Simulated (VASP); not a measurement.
Wanted: the native input for a VASP 6.6.1 run.

| Property | Result |
| --- | --- |
| Task | single point |
| Functional | PBE |
| Potentials or basis | VASP PAW PBE potentials, release 64 (Al, Ru_pv) |
| Cutoff | 520 eV |
| k mesh | 6 × 6 × 4 |
| Occupations | gaussian, width 0.1 eV |
| Spin | no spin polarisation |
| Dipole correction | no |
| Further INCAR settings | ALGO = Normal; EDIFF = 1e-07; NBANDS = 30 |

The structure of AlRu3 lies in POSCAR:

```
AlRu3
1.0
    4.3257314839      0.0000000000      0.0000000000
   -2.1628657420      3.7461933550      0.0000000000
    0.0000000000      0.0000000000      4.5264991838
Al Ru
1 3
Direct
    0.0000000000      0.0000000000      0.0000000000
    0.0000000000      0.0000000000      0.5000000000
    0.3333333333      0.6666666667      0.0000000000
    0.6666666667      0.3333333333      0.0000000000
```

The cell was built by a generator and needn't be a form met in nature.

These files were run (other wordings do the same):

INCAR

```
PREC = Accurate
ENCUT = 520
EDIFF = 1E-7
ISMEAR = 0
SIGMA = 0.1
LREAL = False
LASPH = True
NELM = 100
ALGO = Normal
ISIF = 2
LWAVE = False
LCHARG = True
GGA = PE
LELF = True
LVHAR = True
NBANDS = 30
```

KPOINTS

```
regular mesh
0
Gamma
  6 6 4
```

Potentials or basis: VASP PAW PBE potentials, release 64 (Al, Ru_pv).

Run with:

```console
$ cat potpaw_PBE.64/Al/POTCAR potpaw_PBE.64/Ru_pv/POTCAR > POTCAR
$ mpirun -np 1 vasp_std > vasp.out
```

Results of the run:

The pressure is 0.1 GPa and the band gap on the k mesh is none (metal or under the smearing width).

Wall time 33 s on 1 thread of Intel(R) Xeon(R) Platinum 8488C (Sapphire Rapids), with other jobs on the host, peak memory 0.19 GiB.
